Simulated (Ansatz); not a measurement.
Crystal: ZrS2.

```
Zr S
1.0
     3.69138    0.00000    0.00000
    -1.84569    3.19683    0.00000
     0.00000    0.00000    6.04108
Zr S
1 2
Direct
  0.00000 0.00000 0.00000
  0.33333 0.66667 0.23791
  0.66667 0.33333 0.76209
```

The cell is a database's computed one.

| Item | Value |
| --- | --- |
| Program | Ansatz 0.2.0 |
| Task | relaxation of cell and atoms |
| Functional | r2SCAN50 |
| Potentials or basis | Ansatz PAW |
| Cutoff | 500 eV (not typed: the program's choice for these potentials) |
| k mesh | 4 × 4 × 3 |
| Occupations | fermi-dirac, width 0.05 eV |
| Spin | no spin polarisation |

At the start: volume 23.76 Å³/atom.

Q: How do energy, volume and symmetry change on relaxing?

A: It ends after 5 steps and the volume is 23.98 Å³/atom (+0.9 %); space group P-3m1 (No. 164, to 0.05 Å).

The path:
```tsv
step	energy change (eV)	largest force (eV/Å)	volume (Å³)
1	0.0000	0.3105	71.29
2	-0.0079	0.0032	71.51
3	-0.0080	0.0041	71.66
4	-0.0080	0.0023	71.93
5	-0.0082	0.0022	71.93
```

Final structure:
```yaml
crystal:
  lattice:
    - [3.68629, 0.00000, 0.00000]
    - [-1.84314, 3.19242, 0.00000]
    - [0.00000, 0.00000, 6.11185]
  atoms:
    - { symbol: Zr, position: [0.00000, 0.00000, 0.00000] }
    - { symbol: S, position: [0.33333, 0.66667, 0.23169] }
    - { symbol: S, position: [0.66667, 0.33333, 0.76831] }
```

Caveat: the k mesh is coarse (spacing up to 0.49 Å⁻¹), so the values aren't converged, least of all with exact exchange; the plane-wave basis is chosen anew once the cell has moved, so the energies of steps on either side of that aren't comparable; the PAW data sets come from PBE, with cores solved anew for the run's functional, which leaves a small shift of forces and pressure.
